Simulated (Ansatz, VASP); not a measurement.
# BiTe: VASP beside Ansatz

File INCAR:

```
SYSTEM = BiTe
ALGO = Normal
EDIFF = 1E-6
ENCUT = 520
GGA = PE
ISIF = 2
ISMEAR = 0
LASPH = .True.
LCHARG = .False.
LREAL = .False.
LWAVE = .False.
NBANDS = 18
NELM = 60
PREC = Accurate
SIGMA = 0.028000000000000004
```

File KPOINTS:

```
k-points
0
Gamma
  7 7 7
  0 0 0
```

POSCAR

```
BiTe
1.0
    2.4227077728      1.3987509848      3.3172919545
   -2.4227077728      1.3987509848      3.3172919545
    0.0000000000     -2.7975019696      3.3172919545
Bi Te
1 1
Direct
    0.5000000000      0.5000000000      0.5000000000
    0.0000000000      0.0000000000      0.0000000000
```

The input input.yaml:

```yaml
crystal:
  lattice:
    - [2.4227077728, 1.3987509848, 3.3172919545]
    - [-2.4227077728, 1.3987509848, 3.3172919545]
    - [0.0, -2.7975019696, 3.3172919545]
  atoms:
    - { symbol: Bi, position: [0.5, 0.5, 0.5] }
    - { symbol: Te, position: [0.0, 0.0, 0.0] }
hamiltonian:
  xc: pbe
  pseudopotentials: { kind: paw }
kpoints:
  mp_grid: { grid: [7, 7, 7] }
scf:
  occupations: { method: gaussian, width: 0.028 }
output:
  forces: true
  stress: true
  eigenvalues: true
  write_density: true
  write_potential: true
  elf: true
  volumetric_format: npy
```

The cell comes from a database or a generator and needn't be the stable form of this composition.

Alike in both runs: task single point; functional PBE; k mesh 7 × 7 × 7; occupations gaussian, width 0.028 eV; no spin polarisation.

```csv
,VASP,Ansatz
version,VASP 6.6.1,Ansatz 0.2.0
potentials or method,"VASP PAW PBE potentials, release 64 (Bi_d, Te)",Ansatz PAW
plane-wave cutoff (eV),520,420
valence electrons in the cell,21,31
```

|  | VASP | Ansatz | Ansatz less VASP |
| --- | --- | --- | --- |
| gap on the k mesh at the Fermi level (eV) | none | none | - |
| pressure (GPa) | 0.1 | 0.2 | +0.06 |
| largest component of the traceless stress (GPa) | 0.16 | 0.16 | -0.001 |

A gap of «none» marks a metal or a gap that the smearing closes. With one functional, cell and mesh, what is left measures potentials, basis and numerics. The two sets of potentials don't hold the same shells in valence.

Caveats: spin-orbit coupling is left out, which moves the levels of the heavy elements.
